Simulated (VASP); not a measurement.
# KCl (Fm-3m) in VASP: further runs

Runs on KCl. Level: PBE. Tasks: single point.

All numbers are computed with VASP 6.6.1; they aren't measurements. Logs are shortened: lines on timing, memory, paths and dates and some standing lists are left out, and cuts for length are marked.

**Experimental background.**

A printed reference work, monograph reports, for a bulk crystal of KCl: band gap 8.68 eV.

The runs below are set against these values where they give the same quantity.

## (1) The cell of the first run

The structure is cubic, space group Fm-3m (No. 225). The conventional cell has a = 6.248 Å, b = 6.248 Å, c = 6.248 Å, α = 90.00°, β = 90.00°, γ = 90.00°. Within 4.1 Å of K (site symmetry m-3m) lie 6 Cl at 3.12 Å. Cl (site symmetry m-3m) has 6 K at 3.12 Å within 4.1 Å.

## (2) Single point, PBE (30.49 Å³/atom)

INCAR

```
ALGO     = Normal         # electronic algorithm
EDIFF    = 1E-6           # SCF threshold, eV
ENCUT    = 520            # plane-wave cutoff, eV
GGA      = PE             # functional
ISIF     = 2              # what is computed and relaxed
ISMEAR   = 0              # smearing method
LASPH    = True           # aspherical terms in the spheres
LCHARG   = False          # write CHGCAR
LREAL    = False          # projectors in reciprocal space
LWAVE    = False          # write WAVECAR
NBANDS   = 15             # bands
NELM     = 80             # most SCF steps
PREC     = Accurate       # precision mode
SIGMA    = 0.01           # smearing width, eV
```

KPOINTS

```
k-points
0
Gamma
  6 6 6
```

POSCAR

```
KCl
1.0
    0.0000000000      3.1240781042      3.1240781042
    3.1240781042      0.0000000000      3.1240781042
    3.1240781042      3.1240781042      0.0000000000
K Cl
1 1
Direct
    0.0000000000      0.0000000000      0.0000000000
    0.5000000000      0.5000000000      0.5000000000
```

Potentials or basis: VASP PAW PBE potentials, release 64 (K_sv, Cl).

The run is started by

```console
$ cat potpaw_PBE.64/K_sv/POTCAR potpaw_PBE.64/Cl/POTCAR > POTCAR
$ mpirun -np 1 vasp_std > vasp.out
```

OUTCAR:

```text
EDIFF = 1E-6
   ENCUT = 520
   GGA = PE
   ISIF = 2
   ISMEAR = 0
   LASPH = True
   LREAL = False
   NELM = 80
   PREC = Accurate

 ion  position               nearest neighbor table
   1  0.000  0.000  0.000-   2 3.12   2 3.12   2 3.12   2 3.12   2 3.12   2 3.12
   2  0.500  0.500  0.500-   1 3.12   1 3.12   1 3.12   1 3.12   1 3.12   1 3.12

  LATTYP: Found a face centered cubic cell.
 ALAT       =     6.2481562084

  Lattice vectors:

 A1 = (   0.0000000000,   3.1240781042,   3.1240781042)
 A2 = (   3.1240781042,   0.0000000000,   3.1240781042)
 A3 = (   3.1240781042,   3.1240781042,   0.0000000000)

Analysis of symmetry for initial positions (statically):
=====================================================================
 Subroutine PRICEL returns:
 Original cell was already a primitive cell.

 Routine SETGRP: Setting up the symmetry group for a
 face centered cubic supercell.

 Subroutine GETGRP returns: Found 48 space group operations
 (whereof 48 operations were pure point group operations)
 out of a pool of 48 trial point group operations.

The static configuration has the point symmetry O_h .

Analysis of symmetry for dynamics (positions and initial velocities):
=====================================================================
 Subroutine PRICEL returns:
 Original cell was already a primitive cell.

 Routine SETGRP: Setting up the symmetry group for a
 face centered cubic supercell.

 Subroutine GETGRP returns: Found 48 space group operations
 (whereof 48 operations were pure point group operations)
 out of a pool of 48 trial point group operations.

The dynamic configuration has the point symmetry O_h .

 Subroutine INISYM returns: Found 48 space group operations
 (whereof 48 operations are pure point group operations),
 and found     1 'primitive' translations

----------------------------------------------------------------------------------------

                                     Primitive cell

  volume of cell :      60.9812

  direct lattice vectors                    reciprocal lattice vectors
     0.000000000  3.124078104  3.124078104    -0.160047215  0.160047215  0.160047215
     3.124078104  0.000000000  3.124078104     0.160047215 -0.160047215  0.160047215
     3.124078104  3.124078104  0.000000000     0.160047215  0.160047215 -0.160047215

  length of vectors
     4.418113625  4.418113625  4.418113625     0.277209908  0.277209908  0.277209908

  position of ions in fractional coordinates (direct lattice)
     0.000000000  0.000000000  0.000000000
     0.500000000  0.500000000  0.500000000

  ion indices of the primitive-cell ions
   primitive index   ion index
                 1           1
                 2           2

----------------------------------------------------------------------------------------

 KPOINTS: k-points

Automatic generation of k-mesh.
 Grid dimensions read from file:
 generate k-points for:    6    6    6

 Generating k-lattice:

  Cartesian coordinates                     Fractional coordinates (reciprocal lattice)
    -0.026674536  0.026674536  0.026674536     0.166666667  0.000000000  0.000000000
     0.026674536 -0.026674536  0.026674536     0.000000000  0.166666667  0.000000000
     0.026674536  0.026674536 -0.026674536     0.000000000  0.000000000  0.166666667

  Length of vectors
     0.046201651  0.046201651  0.046201651

  Shift w.r.t. Gamma in fractional coordinates (k-lattice)
     0.000000000  0.000000000  0.000000000

 Subroutine IBZKPT returns following result:
 ===========================================

 Found     16 irreducible k-points:

 Following reciprocal coordinates:
            Coordinates               Weight
  0.000000  0.000000  0.000000      1.000000
  0.166667  0.000000  0.000000      8.000000
  0.333333  0.000000  0.000000      8.000000
  0.500000  0.000000  0.000000      4.000000
  0.166667  0.166667  0.000000      6.000000
  0.333333  0.166667  0.000000     24.000000
[... 8 lines left out ...]
 -0.333333  0.333333  0.166667     24.000000
 -0.333333  0.500000  0.166667     12.000000
   k-points           NKPTS =     16   k-points in BZ     NKDIM =     16   number of bands    NBANDS=     15
   number of dos      NEDOS =    301   number of ions     NIONS =      2
   total plane-waves  NPLWV =  46656
   dimension x,y,z NGX =    36 NGY =   36 NGZ =   36
   dimension x,y,z NGXF=    72 NGYF=   72 NGZF=   72
   ions per type =               1   1
   NGX,Y,Z   is equivalent  to a cutoff of  13.55, 13.55, 13.55 a.u.
   NGXF,Y,Z  is equivalent  to a cutoff of  27.09, 27.09, 27.09 a.u.
 SYSTEM =  unknown system
   PREC   = accura    normal or accurate (medium, high low for compatibility)
   ISTART =      0    job   : 0-new  1-cont  2-samecut
   ICHARG =      2    charge: 1-file 2-atom 10-const
   ISPIN  =      1    spin polarized calculation?
   LNONCOLLINEAR =      F non collinear calculations
   LSORBIT =      F    spin-orbit coupling
   LASPH  =      T    aspherical Exc in radial PAW
   ENCUT  =  520.0 eV  38.22 Ry    6.18 a.u.   8.21  8.21  8.21*2*pi/ulx,y,z
   NELM   =     80;   NELMIN=  2; NELMDL= -5     # of ELM steps
   EDIFF  = 0.1E-05   stopping-criterion for ELM
   LREAL  =      F    real-space projection
   EDIFFG = 0.1E-04   stopping-criterion for IOM
   NSW    =      0    number of steps for IOM
   IBRION =     -1    ionic relax: 0-MD 1-quasi-New 2-CG
   NFREE  =      0    steps in history (QN), initial steepest desc. (CG)
   ISIF   =      2    stress and relaxation
   ISYM   =      2    0-nonsym 1-usesym 2-fastsym
   POTIM  = 0.5000    time-step for ionic-motion
   TEBEG  =    0.0;   TEEND  =   0.0 temperature during run
   PSTRESS=    0.0 pullay stress
   NELECT =      16.0000    total number of electrons
   NUPDOWN=      -1.0000    fix difference up-down
   EMIN   =  10.00;   EMAX   =-10.00  energy-range for DOS
   EFERMI =   0.00;   METHOD = LEGACY
   ISMEAR =     0;   SIGMA  =   0.01  broadening in eV -4-tet -1-fermi 0-gaus
   EFERMI_NEDOS =   21; number of points for ismear=-14 and -15
   IALGO  =     38    algorithm
   IMIX   =      4    mixing-type and parameters
     AMIX     =   0.40;   BMIX     =  1.00
     AMIX_MAG =   1.60;   BMIX_MAG =  1.00
  volume/ion in A,a.u.               =      30.49       205.76
  Fermi-wavevector in a.u.,A,eV,Ry     =   1.048052  1.980532 14.944824  1.098414
  Thomas-Fermi vector in A             =   2.182958
   LORBIT       =      0    0 simple, 1 ext, 2 COOP (PROOUT), +10 PAW based schemes
   GGA     = PE    functional components
   LHFCALC =     F    Hartree Fock is set to
   AEXX    =    0.0000 exact exchange contribution
   IVDW    =     0    specifies the selected vdW correction
   LEPSILON=     F    determine dielectric tensor
   LRPA    =     F    only Hartree local field effects (RPA)
 non-spin polarized calculation
 Gauss-broadening in eV      SIGMA  =   0.01
  energy-cutoff  :      520.00
  volume of cell :       60.98
 maximum number of plane-waves:      1676
 NGX is ok and might be reduce to    36
   NGX = 17   NGY = 17   NGZ = 17

 number of electron      16.0000002 magnetization

 Free energy of the ion-electron system (eV)
  ---------------------------------------------------
  ext. energy  EPLUGINS =         0.00000000
  ---------------------------------------------------
  free energy    TOTEN  =        -6.79524145 eV

  energy without entropy =       -6.79524145  energy(sigma->0) =       -6.79524145

 E-fermi :  -1.7089     XC(G=0):  -7.6271

 val. band max:       -1.7553371929   @ k =   0.0000   0.0000   0.0000
 cond. band min:       3.5064703408   @ k =   0.0000   0.0000   0.0000
 fundamental gap:      5.2618075336
 Fermi energy:        -1.7089245454

 k-point     1 :       0.0000    0.0000    0.0000
  band No.  band energies     occupation
      1     -28.9018      2.00000
      2     -13.8977      2.00000
      3     -12.3630      2.00000
      4     -12.3630      2.00000
      5     -12.3630      2.00000
      6      -1.7553      2.00000
      7      -1.7553      2.00000
      8      -1.7553      2.00000
      9       3.5065      0.00000
     10       6.6365      0.00000
     11       6.6365      0.00000
     12       6.6365      0.00000
     13       7.5250      0.00000
     14       7.5250      0.00000
     15      11.3036      0.00000

 k-point     2 :       0.1667    0.0000    0.0000
  band No.  band energies     occupation
      1     -28.8989      2.00000
      2     -13.9517      2.00000
      3     -12.3655      2.00000
      4     -12.3655      2.00000
      5     -12.2948      2.00000
      6      -2.0808      2.00000
      7      -1.8457      2.00000
      8      -1.8457      2.00000
      9       4.1536      0.00000
     10       6.4697      0.00000
     11       6.9883      0.00000
     12       6.9883      0.00000
     13       7.9105      0.00000
     14       7.9105      0.00000
     15      12.2293      0.00000

 k-point     3 :       0.3333    0.0000    0.0000
  band No.  band energies     occupation
      1     -28.8929      2.00000
      2     -14.0484      2.00000
      3     -12.3704      2.00000
      4     -12.3704      2.00000
      5     -12.1687      2.00000
      6      -2.6159      2.00000
      7      -2.0164      2.00000
      8      -2.0164      2.00000
      9       5.3835      0.00000
     10       6.5644      0.00000
     11       7.9443      0.00000
     12       7.9443      0.00000
     13       8.8865      0.00000
     14       8.8865      0.00000
     15      11.2304      0.00000
[... 199 lines left out ...]
 k-point    15 :      -0.3333    0.3333    0.1667
  band No.  band energies     occupation
      1     -28.8873      2.00000
      2     -13.9489      2.00000
      3     -12.4463      2.00000
      4     -12.4264      2.00000
      5     -12.2426      2.00000
      6      -2.4910      2.00000
      7      -2.2062      2.00000
      8      -2.1236      2.00000
      9       6.2425      0.00000
     10       6.4814      0.00000
     11       8.1007      0.00000
     12       8.3497      0.00000
     13       9.5276      0.00000
     14      10.1349      0.00000
     15      10.2455      0.00000

 k-point    16 :      -0.3333    0.5000    0.1667
  band No.  band energies     occupation
      1     -28.8864      2.00000
      2     -13.8696      2.00000
      3     -12.4938      2.00000
      4     -12.4468      2.00000
      5     -12.3060      2.00000
      6      -2.3402      2.00000
      7      -2.1945      2.00000
      8      -2.1222      2.00000
      9       5.5065      0.00000
     10       7.2375      0.00000
     11       7.4307      0.00000
     12       8.5087      0.00000
     13       9.2675      0.00000
     14      10.0388      0.00000
     15      10.6677      0.00000

------------------------ aborting loop because EDIFF is reached ----------------------------------------

  FORCE on cell =-STRESS in cart. coord.  units (eV):
  Direction    XX          YY          ZZ          XY          YZ          ZX
  --------------------------------------------------------------------------------------
  -------------------------------------------------------------------------------------
  Total        0.4703196      0.4703196      0.4703196      0.0000000      0.0000000      0.0000000
  in kB       12.3568556     12.3568556     12.3568556      0.0000000      0.0000000      0.0000000
  external PRESSURE =      12.3568556 kB  Pullay stress =       0.0000000 kB

 VOLUME and BASIS-vectors are now :
 -----------------------------------------------------------------------------
  energy-cutoff  :      520.00
  volume of cell :       60.98
      direct lattice vectors                 reciprocal lattice vectors
     0.000000000  3.124078104  3.124078104    -0.160047215  0.160047215  0.160047215
     3.124078104  0.000000000  3.124078104     0.160047215 -0.160047215  0.160047215
     3.124078104  3.124078104  0.000000000     0.160047215  0.160047215 -0.160047215

 POSITION                                       TOTAL-FORCE (eV/Angst)
 -----------------------------------------------------------------------------------
      0.00000      0.00000      0.00000        -0.000000      0.000000      0.000000
      3.12408      3.12408      3.12408         0.000000     -0.000000     -0.000000
 -----------------------------------------------------------------------------------
    total drift:                                0.000000      0.000000      0.000000

  FREE ENERGIE OF THE ION-ELECTRON SYSTEM (eV)
  ---------------------------------------------------
  free  energy   TOTEN  =        -6.7952414480 eV

  energy  without entropy=       -6.7952414480  energy(sigma->0) =       -6.79524145
```

Wall time 7.6 s (1 thread of Intel Xeon 6975P-C (Granite Rapids), shared host); peak memory 0.2 GiB.

Results:

```
Free energy            : -6.7952 eV
Pressure               : 1.2 GPa
Band gap on the k mesh : 5.26 eV
```

As with any semilocal functional, this PBE gap is likely too small.

(Continued in part 2 of 2.)
